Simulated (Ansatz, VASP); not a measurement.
Two plane-wave programs on KI

```
CELL_PARAMETERS angstrom
0.00000 4.04368 4.04368
4.04368 0.00000 4.04368
4.04368 4.04368 0.00000
ATOMIC_POSITIONS crystal
K 0.00000 0.00000 0.00000
I 0.25000 0.25000 0.25000
```

Alike in both runs: task single point; functional r2SCAN; k mesh 6 × 6 × 6; no spin polarisation.

```csv
,VASP,Ansatz
version,VASP 6.6.1,Ansatz 0.2.0
potentials or method,"VASP PAW PBE potentials, release 64 (K_sv, I)","plane waves, PAW"
plane-wave cutoff (eV),520,500
occupations,"gaussian, width 0.01 eV",fixed
valence electrons in the cell,16,26
```

VASP gave:

| Quantity | Value |
| --- | --- |
| gap on the k mesh at the Fermi level (eV) | 4.39 |
| pressure (GPa) | -0.4 |

Task: Which values does Ansatz return?

Result: gap on the k mesh at the Fermi level (eV): 4.40; pressure (GPa): -0.4.

The two sets of potentials don't hold the same shells in valence.

Caveats: the PAW data sets were made with another functional, which shifts forces and pressure a little (VASP); spin-orbit coupling is left out, which moves the levels of the heavy elements. A k mesh can miss the band edges. r2SCAN opens gaps a little over a GGA but as a rule still falls short of measured ones.
